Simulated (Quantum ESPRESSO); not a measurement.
# BP in Quantum ESPRESSO: the effect of functional

The system is BP.

```xyz
2
Lattice="0.0000 2.2690 2.2690 2.2690 0.0000 2.2690 2.2690 2.2690 0.0000" Properties=species:S:1:pos:R:3 pbc="T T T"
P     3.4035    3.4035    3.4035
B     0.0000    0.0000    0.0000
```

Alike in all runs:

```yaml
Program: Quantum ESPRESSO 7.5
Task: dielectric tensor
Cutoff: 612 eV
Density_cutoff: 4898 eV
k_mesh: 8 × 8 × 8, shifted
Occupations: fermi-dirac, width 0.05 eV
Spin: no spin polarisation
```

| functional | potentials or basis | pressure (GPa) | dielectric constant (mean) |
| --- | --- | --- | --- |
| LDA | GBRV 1.5 LDA | -4.9 | 9.20 |
| PBEsol | GBRV 1.5 PBEsol | -1.9 | 9.31 |
| WC | GBRV 1.5 PBE | -1.7 | 9.31 |
| BLYP | GBRV 1.5 PBE | ? | ? |
| AM05 | GBRV 1.5 PBE | -2.3 | 9.35 |

Problem. What does the run with functional BLYP give?

Solution. Pressure 6.9 GPa; dielectric constant 8.79 mean.

Caveats: the potentials were made for another functional, which shifts forces and pressure (some runs); the cell is more than 3 GPa from zero pressure, which shifts response properties (some runs).

Runs at the PBE level aren't shown here.
